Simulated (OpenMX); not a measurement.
## CdS (Hawleyite) under changes of volume

One of the cells (24.808 Å³/atom); the others are scaled copies at fixed shape and fractional positions:

```
CELL_PARAMETERS angstrom
0.00000 2.91650 2.91650
2.91650 0.00000 2.91650
2.91650 2.91650 0.00000
ATOMIC_POSITIONS crystal
Cd 0.00000 0.00000 0.00000
S 0.75000 0.75000 0.75000
```

```yaml
Program: OpenMX 3.8.5
Functional: PBE
Potentials_or_basis: OpenMX 2013 PBE set, Cd7.0-s3p2d1, S7.0-s2p2d1, fixed grid of 45 × 45 × 45 points
k_mesh: 9 × 9 × 9
Occupations: fermi-dirac, width 0.05 eV
Spin: no spin polarisation
```

```csv
volume (Å³/atom),energy over the lowest point (meV/atom),gap on the mesh (eV)
23.319,64.61,1.43
23.815,?,?
24.312,24.58,1.29
24.808,12.14,1.23
25.304,4.19,1.16
25.800,0.39,1.10
26.296,0.00,1.04
```

What does the run at 23.815 Å³/atom give?

Energy over the lowest point 41.85 meV/atom; gap on the mesh 1.36 eV.

Worked out: A Birch-Murnaghan fit of order 3 (a polynomial in V^(-2/3)) to the other rows has its minimum at 26.09 Å³/atom with B0 = V·E''(V) = 58 GPa and B' = 4.3. It gives 41.87 meV/atom at 23.815 Å³/atom, against the run's 41.85. A straight line through the other rows of the gap, of slope -3.25 eV per unit of ln V (its deformation potential), gives 1.36 eV, against the run's 1.36.

Energies are extrapolated to zero smearing.

Caveats: the basis of atomic orbitals isn't converged, which shifts pressures, moduli and gaps.

Spin-orbit coupling on Cd is left out.
